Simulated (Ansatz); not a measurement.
Program: Ansatz. Geometries: PBE0-D4/def2-TZVP. ΔE: electronic, gas phase. CCSD(T)/CBS adds triple-zeta CCSD(T) − MP2 to the extrapolated MP2 energy (def2 sets, frozen cores). This one scheme is used for every species. Functionals use def2-TZVPP. Open shells (•) are unrestricted, without spin–orbit coupling. Each species was taken in one conformer, which may not be the lowest.

`F[SiH](F)S` + `F[C](F)F`• → `F[SiH](F)[S]`• + trifluoromethane  (hydrogen abstraction from the S–H bond)

`F[SiH](F)S`:

Cartesian coordinates in Å:
```
F -1.371 1.006 -0.023
Si 0.092 0.447 0.219
F 0.080 -0.132 1.694
S 0.584 -1.042 -1.184
H 1.065 1.546 0.125
H -0.450 -1.826 -0.830
```

`F[C](F)F`•:

Cartesian coordinates in Å:
```
F -1.256 -0.015 -0.018
C 0.029 -0.154 -0.251
F 0.617 -0.840 0.701
F 0.610 1.009 -0.432
```

`F[SiH](F)[S]`•:

```xyz
5

F    -0.968   -0.867    0.952
Si   -0.017   -0.086   -0.043
F     1.369   -0.850    0.012
S     0.183    1.938    0.490
H    -0.566   -0.135   -1.410
```

`FC(F)F`:

```xyz
5

F    -0.755    1.003    0.379
C     0.030   -0.019    0.048
F    -0.730   -0.994   -0.447
F     0.872    0.384   -0.901
H     0.583   -0.374    0.922
```

Is it downhill or uphill in electronic energy at CCSD(T)/CBS, and by how much? (Best estimate.)

Ansatz gave: Downhill: ΔE = -18.0 kcal/mol.

What do these levels give: r2SCANh-D4, B2PLYP, PBE-QIDH, BLYP, LC-ωPBE, CCSD(T)/def2-TZVPP? (Best estimate.)

Ansatz gave: r2SCANh-D4 -14.1, B2PLYP -17.2, PBE-QIDH -16.6, BLYP -15.6, LC-ωPBE -15.9, CCSD(T)/def2-TZVPP -18.6 kcal/mol.

Largest T1 diagnostic among the species: 0.014.

In def2-TZVPP, CCSD(T) changes the Hartree–Fock value by +1.9 kcal/mol (the triples alone add +0.9 kcal/mol) and MP2 by +3.1 kcal/mol. At CCSD(T), def2-SVP lies −0.9 kcal/mol from the extrapolated value and def2-TZVPP −0.6 kcal/mol.
